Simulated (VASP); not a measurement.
Wanted: the native input for a VASP 6.6.1 run.

| Quantity | Value |
| --- | --- |
| Task | relaxation of the atoms |
| Functional | LDA |
| Potentials or basis | VASP PAW LDA potentials, release 64 (Al) |
| Cutoff | 600 eV |
| k mesh | 16 × 16 × 16 |
| Occupations | methfessel-paxton, width 0.1 eV |
| Spin | no spin polarisation |
| Further INCAR settings | ALGO = Normal; EDIFF = 1e-07; IBRION = 2; EDIFFG = -0.01; NSW = 40 |

The structure of Al lies in POSCAR:

```
Al                                      
1.0
    0.0000000000      2.0184561576      2.0184561576
    2.0184561576      0.0000000000      2.0184561576
    2.0184561576      2.0184561576      0.0000000000
  Al            
     1
Direct
     0.0000000000000000    0.0000000000000000    0.0000000000000000
```

The cell isn't the ideal one: a relaxed cell with its volume scaled by 1.04.

One way to write it, as run:

INCAR

```
SYSTEM = Al
PREC = Accurate
ENCUT = 600
EDIFF = 1E-7
ISMEAR = 1
SIGMA = 0.1
LREAL = .False.
LASPH = .True.
NELM = 80
ALGO = Normal
ISIF = 2
LWAVE = .False.
LCHARG = .False.
GGA = CA
IBRION = 2
NSW = 40
EDIFFG = -0.01
```

KPOINTS

```
regular mesh
0
Gamma
  16 16 16
  0 0 0
```

Potentials or basis: VASP PAW LDA potentials, release 64 (Al).

Command:

```sh
$ cat potpaw_LDA.64/Al/POTCAR > POTCAR
$ mpirun -np 1 vasp_std > vasp.out
```

It gave:

The pressure after relaxing is -3.1 GPa and the band gap on the k mesh is none (metal or under the smearing width).

Caveat: the relaxation stopped at its first step, so nothing moved.

Run time: 7.6 s on 1 thread of Intel(R) Xeon(R) Platinum 8488C (Sapphire Rapids) (shared host), peak memory 0.12 GiB.
